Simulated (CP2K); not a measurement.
Zr, 2 atoms in the cell. Symmetry: P6_3/mmc, No. 194, hexagonal system. Conventional cell: a = 3.232 Å, b = 3.232 Å, c = 5.147 Å, α = 90.00°, β = 90.00°, γ = 120.00°. Around Zr (site symmetry -6m2) lie 12 Zr at 3.18 to 3.23 Å. 

- Program: CP2K 2026.2
- Task: band structure
- Functional: r2SCAN
- Potentials or basis: POTENTIAL_UZH Zr GTH-SCAN-q12; TZVP-MOLOPT-SCAN-GTH basis
- Density cutoff: 9524 eV
- k mesh: 9 × 9 × 5
- Occupations: fermi-dirac, width 0.0259 eV
- Spin: no spin polarisation
- SCF solver: diagonalisation with k points
- Quickstep method: GPW
- EPS_DEFAULT: 1.0E-9
- EPS_SCF: 1.0E-6
- MAX_SCF: 100
- SCF_GUESS: ATOMIC
- k points reduced by the point group: yes
- Mesh centred on Gamma: yes
- CHOLESKY: OFF
- EPS_EIGVAL: 1.0E-7
- MIXING METHOD: BROYDEN_MIXING
- MIXING ALPHA: 0.4
- NBUFFER: 8
- NGRIDS: 4
- Basis sets: Zr TZVP-MOLOPT-SCAN-GTH-q12
- Potentials: Zr GTH-SCAN-q12 of POTENTIAL_UZH
- ADDED_MOS: [16]
- Points a segment of the path (NPOINTS): 10
- Bands added on the path: 6
- REL_CUTOFF (Ry): 60 Ry
- MIXING BETA (1/bohr): 1.5 1/bohr
- CUTOFF of the grids: 700 Ry

Potentials or basis: POTENTIAL_UZH Zr GTH-SCAN-q12; TZVP-MOLOPT-SCAN-GTH basis.

The run is started by

```sh
$ OMP_NUM_THREADS=1 cp2k.psmp -i zr_bands.inp -o zr_bands.out
```

Hardware: 1 thread of Arm Neoverse V1, on a shared host.

Question: How long does it take, and how much memory?

Answer: Run time: 4.9 min on 1 thread of Arm Neoverse V1, on a shared host, peak memory 0.46 GiB. Counts: scf iterations 12, k points 36, basis 70, bands 28, force evaluations 1.
